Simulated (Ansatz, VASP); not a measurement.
GaP: VASP beside Ansatz

```
Ga P
1.0
     0.00000    2.72525    2.72525
     2.75250    0.00000    2.72525
     2.75250    2.72525    0.00000
Ga P
1 1
Direct
  0.00000 0.00000 0.00000
  0.75000 0.75000 0.75000
```

Change from the starting cell: strain = 0.01.

Alike in both runs: task relaxation of the atoms; functional PBE; k mesh 8 × 8 × 8; occupations fermi-dirac, width 0.05 eV; no spin polarisation.

```csv
,VASP,Ansatz
version,VASP 6.6.1,Ansatz 0.2.0
potentials or method,"VASP PAW PBE potentials, release 64 (Ga_d, P)",Ansatz PAW
plane-wave cutoff (eV),520,420
valence electrons in the cell,18,18
```

```tsv
	VASP	Ansatz	Ansatz less VASP
gap on the k mesh at the Fermi level, each at its own relaxed structure (eV)	1.61	1.61	+0.001
```

Caveats: the relaxation stopped at its first step, so nothing moved. A k mesh can miss the band edges.
